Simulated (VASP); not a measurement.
A run of VASP 6.6.1 is set up as follows.

File INCAR:

```
ALGO     = Normal         # electronic algorithm
EDIFF    = 1E-6           # SCF threshold, eV
EDIFFG   = -0.01          # ionic threshold
ENCUT    = 600            # plane-wave cutoff, eV
GGA      = PS             # functional
IBRION   = 2              # ionic algorithm
ISIF     = 3              # what is computed and relaxed
ISMEAR   = 0              # smearing method
LASPH    = True           # aspherical terms in the spheres
LCHARG   = False          # write CHGCAR
LREAL    = False          # projectors in reciprocal space
LWAVE    = False          # write WAVECAR
NELM     = 80             # most SCF steps
NSW      = 90             # ionic steps
PREC     = Accurate       # precision mode
SIGMA    = 0.03           # smearing width, eV
```

Contents of KPOINTS:

```
k-points
0
Gamma
  10 10 10
```

File POSCAR:

```
GaAs
1.0
    0.0000000000      2.8268500000      2.8268500000
    2.8268500000      0.0000000000      2.8268500000
    2.8268500000      2.8268500000      0.0000000000
Ga As
1 1
Direct
    0.0000000000      0.0000000000      0.0000000000
    0.2500000000      0.2500000000      0.2500000000
```

Potentials or basis: VASP PAW PBE potentials, release 64 (Ga_d, As).

Run with:

```sh
$ cat potpaw_PBE.64/Ga_d/POTCAR potpaw_PBE.64/As/POTCAR > POTCAR
$ mpirun -np 1 vasp_std > vasp.out
```

Problem. Predict the relaxed cell.

Solution. a = 4.004 Å, b = 4.004 Å, c = 4.004 Å, α = 60.00°, β = 60.00°, γ = 60.00°.

Problem. Predict the relaxed volume.

Solution. 22.70 Å³/atom.

Problem. What does it give for the space group after relaxing (to 0.05 Å)?

Solution. F-43m (No. 216).

The path:
```
step  energy change (eV)  largest force (eV/Å)  pressure (GPa)  volume (Å³)
   1              0.0000                0.0000            0.33        45.18
   2             -0.0002                0.0000           -0.18        45.48
   3             -0.0002                0.0000            0.01        45.40
```

Caveat: the PAW data sets were made with another functional, which shifts forces and pressure a little. Zero-point motion and thermal expansion aren't in these numbers.
